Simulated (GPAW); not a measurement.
Runs of GPAW 26.7.0 on WC (Qusongite). Symmetry: P-6m2, No. 187, hexagonal system. The conventional cell has a = 2.907 Å, b = 2.907 Å, c = 2.837 Å, α = 90.00°, β = 90.00°, γ = 120.00°. W (site symmetry -6m2) has 6 C at 2.20 Å as nearest neighbours. C (site symmetry -6m2) has 6 W at 2.20 Å as nearest neighbours. 

```tsv
task	level	potentials or basis	U	k mesh	cutoff (eV)	smearing	maxiter	fermi k mesh	convergence	data set	mesh quality	gap on the mesh (eV)	pressure (GPa)
Fermi surface	LDA	PAW data sets generated in the run's folder for this functional, pw	-	5 × 5 × 5	680	fermi-dirac 0.01 eV	150	8 × 8 × 8	-	-	coarse	none	-11.1
single point	r2SCAN+U	GPAW PAW data sets (gpaw-data 1.2.1), pw	W d U = 2 eV	8 × 8 × 8	600	fermi-dirac 0.05 eV	120	-	default	-	not flagged	none	3.1
single point	PBE+U	GPAW PAW data sets (gpaw-data 1.2.1), other valence, pw	W d U = 1 eV	8 × 8 × 8	600	fermi-dirac 0.05 eV	120	-	default	W 6	not flagged	none	(a)
electron localisation function	LDA	PAW data sets generated in the run's folder for this functional, pw	-	5 × 5 × 5	680	fermi-dirac 0.01 eV	150	-	-	-	coarse	none	-11.1
```

Alike in all rows: no spin polarisation; cell as given.

Task: Estimate the missing entries.

Result: (a) 17.3.

Caveats: some runs use coarse meshes; the cutoff is short for stress and forces, so pressures can be off by a GPa or more; U without spin polarisation on a metal has little footing (some runs); the U is typed as a test and isn't derived for this compound (some runs); the PAW data sets were made with another functional, which shifts forces and pressure a little (some runs).

A k mesh can miss the band edges, and the runs leave out spin-orbit coupling on W.

A gap of «none» marks a metal or a gap under the smearing width.

The runs don't all hold the same shells in valence.
